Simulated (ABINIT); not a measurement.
# Quasiparticle gap of BeTe (F-43m) in ABINIT

Wanted: ground state, empty states, screening and self-energy for BeTe (F-43m).

Main program and level: ABINIT 10.8.3; LDA and many-body steps on it, plane waves.

This is a report of a sequence of runs, with most program output left out.

The database entry behind the starting cell differs from later determinations by our own check (an axis about 1.5 % short against later determinations), so it need not match the best structure at ambient conditions.

## 1. The structure

The structure is cubic, space group F-43m (No. 216). The conventional cell has a = 5.540 Å, b = 5.540 Å, c = 5.540 Å, α = 90.00°, β = 90.00°, γ = 90.00°. Nearest to Be lie 4 Te at 2.40 Å. Te has 4 Be at 2.40 Å nearest. Farther neighbours and most contacts between anions are not listed.

The cell and positions come from the Crystallography Open Database and are kept as given unless a step says otherwise. Spin-orbit coupling is left out unless a step names it.

## 2. Ground state

This step: ABINIT 10.8.3; DFT, LDA, plane waves, norm-conserving pseudopotentials.

The ground-state density comes first.

The input, run.abi:

```
acell 3*1.0 Angstrom
rprim 
  0.000000000000 2.770000000000 2.770000000000
  2.770000000000 0.000000000000 2.770000000000
  2.770000000000 2.770000000000 -0.000000000000
ntypat 2
znucl 4 52
natom 2
typat 1 2
xred 
  0.000000000000 0.000000000000 0.000000000000
  0.250000000000 0.250000000000 0.250000000000
pp_dirpath "pseudos"
pseudos "Be.upf, Te.upf"
ecut 38
ngkpt 6 6 6
nshiftk 1
shiftk 0 0 0
kptopt 1
chksymbreak 0
nband 15
occopt 1
tolvrs 1e-10
nstep 60
prtwf 0
optforces 0
optstress 0
indata_prefix "in"
outdata_prefix "out"
tmpdata_prefix "tmp"
```

Started as:

```sh
> OMP_NUM_THREADS=1 mpirun -n 4 abinit run.abi > log
```

It took 15 s on 4 MPI ranks of Arm Neoverse N1, shared host; peak memory 0.31 GiB.

This step gave:

```
total energy               : -3224.2263 eV
gap                        : 1.775 eV
k of the valence top       : 0, 0, 0
k of the conduction bottom : 0.5, 0.5, 0
least direct gap           : 3.600 eV
```

The gap is indirect, with the least direct gap 1.83 eV higher.

## 3. Bands along the symmetry lines

Levels along a band path, at the cheap level, show where the edges lie and whether the meshes to come will hold them.

The input, run.abi:

```
acell 3*1.0 Angstrom
rprim 
  0.000000000000 2.770000000000 2.770000000000
  2.770000000000 0.000000000000 2.770000000000
  2.770000000000 2.770000000000 -0.000000000000
ntypat 2
znucl 4 52
natom 2
typat 1 2
xred 
  0.000000000000 0.000000000000 0.000000000000
  0.250000000000 0.250000000000 0.250000000000
pp_dirpath "pseudos"
pseudos "Be.upf, Te.upf"
ecut 38
iscf -2
irdden 1
kptopt 0
nkpt 50
kpt 
  0.00000000 0.00000000 0.00000000
  -0.06250000 -0.06250000 0.00000000
  -0.12500000 -0.12500000 0.00000000
  -0.18750000 -0.18750000 0.00000000
  -0.25000000 -0.25000000 0.00000000
  -0.31250000 -0.31250000 0.00000000
  -0.37500000 -0.37500000 0.00000000
  -0.43750000 -0.43750000 0.00000000
  -0.50000000 -0.50000000 0.00000000
  -0.48437500 -0.48437500 0.03125000
  -0.46875000 -0.46875000 0.06250000
  -0.45312500 -0.45312500 0.09375000
  -0.43750000 -0.43750000 0.12500000
  -0.42187500 -0.42187500 0.15625000
  -0.40625000 -0.40625000 0.18750000
  -0.39062500 -0.39062500 0.21875000
  -0.37500000 -0.37500000 0.25000000
  -0.37500000 0.00000000 0.37500000
  -0.32812500 0.00000000 0.32812500
  -0.28125000 0.00000000 0.28125000
  -0.23437500 0.00000000 0.23437500
  -0.18750000 0.00000000 0.18750000
  -0.14062500 0.00000000 0.14062500
  -0.09375000 0.00000000 0.09375000
  -0.04687500 0.00000000 0.04687500
  0.00000000 0.00000000 0.00000000
  0.00000000 0.00000000 0.06250000
  0.00000000 0.00000000 0.12500000
  0.00000000 0.00000000 0.18750000
  0.00000000 0.00000000 0.25000000
  0.00000000 0.00000000 0.31250000
  0.00000000 0.00000000 0.37500000
  0.00000000 0.00000000 0.43750000
  -0.00000000 -0.00000000 0.50000000
  -0.06250000 -0.03125000 0.46875000
  -0.12500000 -0.06250000 0.43750000
  -0.18750000 -0.09375000 0.40625000
  -0.25000000 -0.12500000 0.37500000
  -0.31250000 -0.15625000 0.34375000
  -0.37500000 -0.18750000 0.31250000
  -0.43750000 -0.21875000 0.28125000
  -0.50000000 -0.25000000 0.25000000
  -0.50000000 -0.28125000 0.21875000
  -0.50000000 -0.31250000 0.18750000
  -0.50000000 -0.34375000 0.15625000
  -0.50000000 -0.37500000 0.12500000
  -0.50000000 -0.40625000 0.09375000
  -0.50000000 -0.43750000 0.06250000
  -0.50000000 -0.46875000 0.03125000
  -0.50000000 -0.50000000 0.00000000
istwfk *1
nband 17
nbdbuf 2
tolwfr 1e-08
nstep 40
prtwf 0
prtvol 0
indata_prefix "in"
outdata_prefix "out"
tmpdata_prefix "tmp"
```

The job ended after 21 s (4 MPI ranks; peak memory 0.29 GiB; 84 s of CPU time).

This step gave:

```
gap                        : 1.775 eV
k of the valence top       : 0, 0, 0
k of the conduction bottom : -0.5, -0.5, 0
least direct gap           : 3.600 eV
```

The gap is 1.775 eV, as in the run before at this level.

The electronic bands at the labelled points (eV, zero at the top of the highest filled band):

| point | band 7 | band 8 | band 9 | band 10 | band 11 | band 12 | band 13 | band 14 |
| --- | --- | --- | --- | --- | --- | --- | --- | --- |
| Γ | -12.68 | 0.00 | 0.00 | 0.00 | 3.60 | 3.60 | 3.60 | 4.06 |
| halfway | -11.89 | -2.99 | -1.80 | -1.80 | 2.52 | 4.41 | 6.61 | 6.61 |
| X | -10.71 | -5.33 | -2.82 | -2.82 | 1.77 | 2.63 | 10.02 | 10.02 |
| halfway | -10.70 | -5.22 | -3.36 | -2.70 | 2.15 | 3.31 | 9.38 | 9.47 |
| U | -10.73 | -4.93 | -4.16 | -2.38 | 2.60 | 5.31 | 8.10 | 8.44 |
| jump to K | -10.73 | -4.93 | -4.16 | -2.38 | 2.60 | 5.31 | 8.10 | 8.44 |
| halfway | -11.82 | -3.69 | -2.41 | -0.71 | 4.13 | 4.71 | 5.31 | 6.42 |
| Γ | -12.68 | 0.00 | 0.00 | 0.00 | 3.60 | 3.60 | 3.60 | 4.06 |
| halfway | -12.09 | -3.48 | -0.72 | -0.72 | 3.42 | 4.52 | 4.52 | 7.24 |
| L | -11.23 | -5.83 | -1.20 | -1.20 | 3.21 | 4.59 | 4.59 | 7.77 |
| halfway | -10.98 | -5.38 | -3.05 | -2.04 | 4.17 | 4.47 | 6.86 | 7.94 |
| W | -10.67 | -4.72 | -3.96 | -3.45 | 5.26 | 5.52 | 5.66 | 6.47 |
| halfway | -10.69 | -5.11 | -3.33 | -3.16 | 2.89 | 3.63 | 8.48 | 8.70 |
| X | -10.71 | -5.33 | -2.82 | -2.82 | 1.77 | 2.63 | 10.02 | 10.02 |

## 4. Empty states on the mesh, 4×4×4 mesh, 42 bands

The sums over transitions need many empty states on a uniform mesh; this step solves for them.

The input, run.abi:

```
acell 3*1.0 Angstrom
rprim 
  0.000000000000 2.770000000000 2.770000000000
  2.770000000000 0.000000000000 2.770000000000
  2.770000000000 2.770000000000 -0.000000000000
ntypat 2
znucl 4 52
natom 2
typat 1 2
xred 
  0.000000000000 0.000000000000 0.000000000000
  0.250000000000 0.250000000000 0.250000000000
pp_dirpath "pseudos"
pseudos "Be.upf, Te.upf"
ecut 38
ngkpt 4 4 4
nshiftk 1
shiftk 0 0 0
kptopt 1
chksymbreak 0
iscf -2
irdden 1
istwfk *1
nband 42
nbdbuf 4
tolwfr 1e-09
nstep 60
prtvol 0
indata_prefix "in"
outdata_prefix "out"
tmpdata_prefix "tmp"
```

It took 12 s on 4 MPI ranks; peak memory 0.27 GiB.

Numbers from this step:

```
gap                                                           : 1.775 eV
k of the valence top                                          : 0, 0, 0
k of the conduction bottom                                    : 0.5, 0.5, 0
least direct gap                                              : 3.600 eV
k points computed                                             : 8
lowest point of the top converged band, above the valence top : 35.19 eV
```

On this mesh the gap is 1.775 eV.

## 5. Screening, 4×4×4 mesh, 38 bands, screening to 106.1 eV

The RPA dielectric matrix is built and inverted for each q.

This step: RPA screening on LDA, plane waves, norm-conserving pseudopotentials.

Edit run.abi of step 4 so:

```diff
@@ -20,10 +20,11 @@
 chksymbreak 0
-iscf -2
-irdden 1
 istwfk *1
-nband 42
-nbdbuf 4
-tolwfr 1e-09
-nstep 60
-prtvol 0
+occopt 1
+irdwfk 1
+optdriver 3
+nband 38
+ecuteps 3.9
+inclvkb 2
+awtr 1
+symchi 1
 indata_prefix "in"
```

Wall time 13 s (4 MPI ranks); peak memory 0.5 GiB; 50 s of CPU time.

This step gave:

```
ε∞ with local fields, on this mesh, along the program's q direction : 9.304
the same without local fields                                       : 10.58
plasma frequency                                                    : 25.47 eV
plane waves in the screening matrix                                 : 113
```

Local fields lower ε∞ by 12 %. On a Γ-centred mesh this coarse the value itself is usually too large, while a short band sum pulls it down.

## 6. Self-energy, 4×4×4 mesh, 38 bands, screening to 106.1 eV

The self-energy is evaluated for the states that the input lists, and the levels follow from it, in one-shot runs by the linearised quasiparticle equation.

This step: G0W0 on LDA, plane waves, norm-conserving pseudopotentials.

Edit run.abi of step 5 so:

```diff
@@ -23,8 +23,17 @@
 irdwfk 1
-optdriver 3
+optdriver 4
 nband 38
+gwcalctyp 0
+ecutsigx 38
+symsigma 1
+nkptgw 2
+kptgw 
+  0.0000000000 0.0000000000 0.0000000000
+  0.5000000000 0.5000000000 0.0000000000
+bdgw 
+  8 13
+  9 12
 ecuteps 3.9
-inclvkb 2
-awtr 1
-symchi 1
+irdscr 1
+ppmodel 1
 indata_prefix "in"
```

Wall time 5.6 s (4 MPI ranks); peak memory 0.63 GiB; 22 s of CPU time.

Numbers from this step:

```yaml
g0w0_gap_on_the_points_computed: 3.039 eV
starting_gap_on_the_mesh: 1.775 eV
k_of_the_valence_top: 0, 0, 0
k_of_the_conduction_bottom: 0.5, 0.5, 0
z_at_the_valence_top: 0.808
z_at_the_conduction_bottom: 0.818
least_direct_g0w0_gap_on_the_computed_points: 5.167 eV
```

The gap on the mesh goes from 1.77 eV to 3.04 eV, a correction of +1.26 eV.

Limits: finite bands, cutoff and mesh; exchange with frozen shells missing; no spin-orbit coupling; coarse k mesh. v1 is the top filled band, c1 the lowest empty one. Levels before and after the correction, in eV, zero at the valence-band top of each column:

```csv
,conduction bottom,valence top
Kohn-Sham,1.77,0.00
G0W0,3.04,0.00
```

```
                       level  energy (eV)
Kohn-Sham            Γ v3-v1        0.000
Kohn-Sham            Γ c1-c3        3.600
Kohn-Sham  (0.5 0.5 0) v2-v1       -2.817
Kohn-Sham     (0.5 0.5 0) c1        1.775
Kohn-Sham     (0.5 0.5 0) c2        2.630
     G0W0            Γ v3-v1        0.000
     G0W0            Γ c1-c3        5.167
     G0W0  (0.5 0.5 0) v2-v1       -2.913
     G0W0     (0.5 0.5 0) c1        3.039
     G0W0     (0.5 0.5 0) c2        4.023
```

## 7. Where the time went

Times are wall times on 4 MPI ranks of Arm Neoverse N1, shared host, good to a factor of about two.

```
                          step   time  share  memory (GiB)
                  ground state   15 s   22 %          0.31
bands along the symmetry lines   21 s   32 %          0.29
      empty states on the mesh   12 s   19 %          0.27
                     screening   13 s   19 %           0.5
                   self-energy  5.6 s    8 %          0.63
```

## 8. What came out

* LDA gap: 1.77 eV, indirect
* G0W0 gap on the mesh: 3.04 eV
* GW settings: 4×4×4 mesh, 38 bands, screening to 106.1 eV, Godby-Needs plasmon pole
* known limits: not at the basis limit; exchange with frozen shells missing; no spin-orbit coupling; coarse k mesh

G0W0 moves the gap on the mesh from 1.77 eV to 3.04 eV (+1.26 eV), with Z of 0.81 and 0.82 at the edges. Local fields lower the RPA ε∞ on this mesh from 10.58 to 9.30; a Γ-centred mesh this coarse tends to raise both, most where the direct gap is narrow, while a short band sum lowers them. Only 2 of the mesh's irreducible points were corrected, so a valley elsewhere could overtake. Bands and cutoff are finite, so the gap is not at the basis limit. The miss can reach some tenths of an eV and take either sign; the mesh is an error of its own. In the G0W0 run levels were corrected at 2 k points alone, so a gap called «on the mesh» is the least over those, and an edge elsewhere would be missed. The 4×4×4 mesh is coarse for this cell, which bears on the long-range parts of exchange and screening. The norm-conserving file of at least one element keeps a d shell over frozen s and p shells of the same row. Exchange with those shells is missing from the self-energy, an error of 0.3 to 0.9 eV in cases checked, whose sign depends on which edge lies on those atoms. The many-body steps are scalar-relativistic: spin-orbit coupling is not in them.

[Paths, hosts, dates, memory and timing lines, banners, echoed tables and standing remarks are left out of the program output.]

[Logs are printed without paths, hosts, clocks, repeated set-up lines and the standing remarks that a program may print on its own settings, such as how far it seeks lower states.]

[Runs of the session that timed out or met a known fault of the program may be left out.]

[Hosts, paths, dates, database ids (printed as entryN), source tags and the programs' standing remarks are cut or masked in the printed files.]

[G0W0 gaps are taken among the corrected bands and points alone; a level outside them can change the order at an edge.]

[Where Ansatz stands beside ABINIT at settings called matched, ABINIT's density can come from a denser mesh and the files from another edition; pairs whose starting gaps differed by over 0.03 eV were left out, so agreement reads better than it is.]
